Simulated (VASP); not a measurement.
# Ti (P6_3/mmc) in VASP: settings compared, part 2 of 2

VASP 6.6.1. The steps go on from the part before.

## Step 3: Band structure, optPBE-vdW

File run.py:

```python
from ase.calculators.vasp import Vasp
from ase.dft.bandgap import bandgap
from ase.io import read

atoms = read('Ti.cif', primitive_cell=True, subtrans_included=False)
calc = Vasp(
    directory='calc',
    xc='optpbe-vdw',
    pp='PBE',
    setups='recommended',
    prec='Accurate',
    encut=520,
    ediff=1e-06,
    ismear=1,
    sigma=0.1,
    lreal=False,
    lasph=True,
    nelm=100,
    algo='Normal',
    isif=2,
    lwave=False,
    lcharg=True,
    lmaxmix=4,
    kpts=[10, 10, 6],
    gamma=True,
    nbands=19,
)
atoms.calc = calc

print('energy (eV):', atoms.get_potential_energy())
print('free energy (eV):', atoms.get_potential_energy(force_consistent=True))
efermi = calc.get_fermi_level()
print('Fermi level (eV):', efermi)
path = atoms.cell.bandpath(npoints=40, eps=1e-4)
print('path:', path.path)
calc.set(kpts=path.kpts, reciprocal=True, icharg=11, isym=0, lcharg=False)
calc.calculate(atoms)
print('gap on the path (eV):', bandgap(calc, efermi=efermi)[0])
print('direct gap on the path (eV):', bandgap(calc, efermi=efermi, direct=True)[0])
```

File Ti.cif:

```cif
data_Ti
_cell_length_a 2.95000000
_cell_length_b 2.95000000
_cell_length_c 4.68000000
_cell_angle_alpha 90.00000000
_cell_angle_beta 90.00000000
_cell_angle_gamma 120.00000000
_space_group_name_H-M_alt 'P6_3/mmc'
_space_group_name_Hall '-P 6c 2c'
_space_group_IT_number 194
loop_
_space_group_symop_operation_xyz
'x,y,z'
'-x,-y,-z'
'x-y,x,z+1/2'
'-x+y,-x,-z+1/2'
'-y,x-y,z'
'y,-x+y,-z'
'-x,-y,z+1/2'
'x,y,-z+1/2'
'-x+y,-x,z'
'x-y,x,-z'
'y,-x+y,z+1/2'
'-y,x-y,-z+1/2'
'-y,-x,-z+1/2'
'y,x,z+1/2'
'-x,-x+y,-z'
'x,x-y,z'
'-x+y,y,-z+1/2'
'x-y,-y,z+1/2'
'y,x,-z'
'-y,-x,z'
'x,x-y,-z+1/2'
'-x,-x+y,z+1/2'
'x-y,-y,-z'
'-x+y,y,z'
loop_
_atom_site_label
_atom_site_type_symbol
_atom_site_symmetry_multiplicity
_atom_site_Wyckoff_symbol
_atom_site_fract_x
_atom_site_fract_y
_atom_site_fract_z
_atom_site_occupancy
Ti1 Ti 2 c 0.6666666667 0.3333333333 0.7500000000 1
```

Potentials or basis: VASP PAW PBE potentials, release 64 (Ti_sv).

Run with:

```console
$ python run.py
```

Log:

```text
<dir> UserWarning: vdW has been enabled, however no location for the vdw_kernel.bindat file has been specified. Set ASE_VASP_VDW environment variable to copy the vdW kernel.
  warnings.warn(
energy (eV): -9.26562486
free energy (eV): -9.26631195
Fermi level (eV): 8.12999753
path: GMKGALHA,LM,KH
gap on the path (eV): 0.0
direct gap on the path (eV): 0.0
```

OUTCAR:

```text
ENCUT = 520.000000
   EDIFF = 1.00e-06
   GGA = OR
   PREC = Accurate
   ICHARG = 11
   ISIF = 2
   ISMEAR = 1
   ISYM = 0
   NELM = 100
   LASPH = .TRUE.
   LREAL = .FALSE.

 ion  position               nearest neighbor table
   1  0.667  0.333  0.750-   2 2.89   2 2.89   2 2.89   2 2.89   2 2.89   2 2.89
   2  0.333  0.667  0.250-   1 2.89   1 2.89   1 2.89   1 2.89   1 2.89   1 2.89

IMPORTANT INFORMATION: All symmetrisations will be switched off!
[... 673 lines left out ...]
  in kB       17.2464053    -64.1320645    -29.8423050    167.9164287     -0.0022038      0.0010584
  external PRESSURE =     -25.5759881 kB  Pullay stress =       0.0000000 kB

 VOLUME and BASIS-vectors are now :
 -----------------------------------------------------------------------------
  energy-cutoff  :      520.00
  volume of cell :       35.27
      direct lattice vectors                 reciprocal lattice vectors
     2.950000000  0.000000000  0.000000000     0.338983051  0.195711956  0.000000000
    -1.475000000  2.554774941  0.000000000     0.000000000  0.391423911  0.000000000
     0.000000000  0.000000000  4.680000000     0.000000000  0.000000000  0.213675214

 POSITION                                       TOTAL-FORCE (eV/Angst)
 -----------------------------------------------------------------------------------
      1.47500      0.85159      3.51000        -0.674226     -0.312082     -0.000002
     -0.00000      1.70318      1.17000         0.674226      0.312082      0.000002
 -----------------------------------------------------------------------------------
    total drift:                                0.000013      0.000027      0.000026

  FREE ENERGIE OF THE ION-ELECTRON SYSTEM (eV)
  ---------------------------------------------------
  free  energy   TOTEN  =        -9.4329739633 eV

  energy  without entropy=       -9.4336075629  energy(sigma->0) =       -9.43318516

Total vdW correction in eV:      3.9268232
```

INCAR:

```text
AGGAC = 0.000000
ENCUT = 520.000000
SIGMA = 0.100000
EDIFF = 1.00e-06
ALGO = Normal
GGA = OR
PREC = Accurate
ICHARG = 11
ISIF = 2
ISMEAR = 1
ISYM = 0
LMAXMIX = 4
NBANDS = 19
NELM = 100
LASPH = .TRUE.
LCHARG = .FALSE.
LUSE_VDW = .TRUE.
LWAVE = .FALSE.
LREAL = .FALSE.
```

It took 51 s on 1 thread of Intel Xeon 6975P-C (Granite Rapids), shared host; peak memory 0.31 GiB.

What came out:

| Property | Result |
| --- | --- |
| Band gap along the path | none (metal or under the smearing width) |

Levels at the corners of the path, in eV from the Fermi level:
| point | band 9 | band 10 | band 11 | band 12 | band 13 | band 14 | band 15 | band 16 |
| --- | --- | --- | --- | --- | --- | --- | --- | --- |
| Γ | -6.05 | -2.62 | 0.75 | 0.75 | 0.80 | 0.84 | 1.23 | 1.23 |
| M | -2.27 | -2.09 | -1.78 | -0.58 | 0.48 | 0.62 | 1.14 | 3.24 |
| K | -1.62 | -1.35 | -1.35 | -1.23 | 0.24 | 0.24 | 1.47 | 2.95 |
| Γ | -6.05 | -2.62 | 0.75 | 0.75 | 0.80 | 0.84 | 1.23 | 1.23 |
| A | -4.23 | -4.23 | 0.07 | 0.07 | 0.66 | 0.66 | 0.66 | 0.66 |
| L | -2.46 | -2.46 | -0.80 | -0.80 | 1.34 | 1.34 | 1.69 | 1.69 |
| H | -1.18 | -1.18 | -1.04 | -1.04 | -0.21 | -0.21 | 1.63 | 1.63 |
| A | -4.23 | -4.23 | 0.07 | 0.07 | 0.66 | 0.66 | 0.66 | 0.66 |
| L | -2.46 | -2.46 | -0.80 | -0.80 | 1.34 | 1.34 | 1.69 | 1.69 |
| M | -2.27 | -2.09 | -1.78 | -0.58 | 0.48 | 0.62 | 1.14 | 3.24 |
| K | -1.62 | -1.35 | -1.35 | -1.23 | 0.24 | 0.24 | 1.47 | 2.95 |
| H | -1.18 | -1.18 | -1.04 | -1.04 | -0.21 | -0.21 | 1.63 | 1.63 |

Caveat: the log is that of the step along the path at fixed density, whose energy, stress, charges and moments have no meaning; the PAW data sets were made with another functional, which shifts forces and pressure a little.

## Step 4: Density of states, PBEsol

File run.py:

```python
from ase import Atoms
from ase.calculators.vasp import Vasp
from ase.dft.dos import DOS

atoms = Atoms(
    ['Ti', 'Ti'],
    cell=[[2.95, 0.0, 0.0], [-1.475, 2.5547749412, 0.0], [0.0, 0.0, 4.68]],
    scaled_positions=[[0.6666666667, 0.3333333333, 0.75], [0.3333333333, 0.6666666667, 0.25]],
    pbc=True,
)
calc = Vasp(
    directory='calc',
    xc='pbesol',
    pp='PBE',
    setups='recommended',
    pp_version='54',
    prec='Accurate',
    encut=520,
    ediff=1e-06,
    ismear=1,
    sigma=0.2,
    lreal=False,
    lasph=True,
    nelm=100,
    algo='Fast',
    isif=2,
    lwave=False,
    lcharg=False,
    lmaxmix=4,
    lorbit=10,
    kpts=[10, 10, 6],
    gamma=True,
    nbands=19,
)
atoms.calc = calc

print('energy (eV):', atoms.get_potential_energy())
print('free energy (eV):', atoms.get_potential_energy(force_consistent=True))
print('forces (eV/A):')
print(atoms.get_forces())
print('stress (eV/A^3, Voigt):', atoms.get_stress())
print('Fermi level (eV):', calc.get_fermi_level())
dos = DOS(calc, width=0.05, window=(-10, 10), npts=201)
print('E - E_F (eV), DOS (1/eV)')
for e, g in zip(dos.get_energies(), dos.get_dos()):
    print(f'{e:8.3f} {g:10.4f}')
```

Potentials or basis: VASP PAW PBE potentials, release 54 (Ti_sv).

Run with:

```console
$ python run.py
```

It took 48 s on 1 thread of Intel Xeon 6975P-C (Granite Rapids), shared host; peak memory 0.17 GiB.

The run converged. Its results:

```
Free energy                                           : -16.6395 eV
Pressure                                              : -6.3 GPa
Band gap on the k mesh                                : none (metal or under the smearing width)
Valence electrons inside the program's atomic spheres : Ti 10.24
```

Stress tensor (GPa, compression positive):
```
-6.05  0.00  0.00
 0.00 -6.05  0.00
 0.00  0.00 -6.67
```

Levels at points of the mesh, in eV from the Fermi level:
```csv
k point,band 9,band 10,band 11,band 12,band 13,band 14,band 15,band 16
"(0.00, 0.00, 0.00)",-6.17,-2.66,0.73,0.77,0.77,0.86,1.25,1.25
"(0.50, 0.00, 0.00)",-2.33,-2.12,-1.82,-0.63,0.47,0.60,1.15,3.29
"(0.00, 0.00, 0.50)",-4.34,-4.34,0.08,0.08,0.67,0.67,0.67,0.67
"(0.50, 0.00, 0.50)",-2.51,-2.51,-0.80,-0.80,1.29,1.29,1.70,1.70
```

States per cell in windows of 1 eV (zero at the Fermi level; states under -8 eV left out):
| from (eV) | total | Ti1_d | Ti2_d | Ti1_p | Ti2_p | Ti1_s | Ti2_s |
| --- | --- | --- | --- | --- | --- | --- | --- |
| -8.0 | 0.00 | 0.00 | 0.00 | 0.00 | 0.00 | 0.00 | 0.00 |
| -7.0 | 0.00 | 0.00 | 0.00 | 0.00 | 0.00 | 0.00 | 0.00 |
| -6.0 | 0.17 | 0.00 | 0.00 | 0.00 | 0.00 | 0.03 | 0.03 |
| -5.0 | 0.28 | 0.00 | 0.00 | 0.01 | 0.01 | 0.04 | 0.04 |
| -4.0 | 0.41 | 0.02 | 0.02 | 0.02 | 0.02 | 0.05 | 0.05 |
| -3.0 | 1.74 | 0.29 | 0.29 | 0.05 | 0.05 | 0.11 | 0.11 |
| -2.0 | 2.24 | 0.61 | 0.61 | 0.05 | 0.05 | 0.03 | 0.03 |
| -1.0 | 2.77 | 0.83 | 0.83 | 0.08 | 0.08 | 0.01 | 0.01 |
| 0.0 | 4.36 | 1.54 | 1.54 | 0.09 | 0.09 | 0.01 | 0.01 |
| 1.0 | 3.07 | 1.21 | 1.21 | 0.04 | 0.04 | 0.00 | 0.00 |
| 2.0 | 2.10 | 0.93 | 0.93 | 0.01 | 0.01 | 0.00 | 0.00 |
| 3.0 | 4.18 | 1.94 | 1.94 | 0.02 | 0.02 | 0.01 | 0.01 |
| 4.0 | 0.45 | 0.18 | 0.18 | 0.01 | 0.01 | 0.01 | 0.01 |
| 5.0 | 0.20 | 0.06 | 0.06 | 0.01 | 0.01 | 0.00 | 0.00 |
| 6.0 | 0.03 | 0.01 | 0.01 | 0.00 | 0.00 | 0.00 | 0.00 |
| 7.0 | 0.00 | 0.00 | 0.00 | 0.00 | 0.00 | 0.00 | 0.00 |

Caveat: the PAW data sets were made with another functional, which shifts forces and pressure a little.
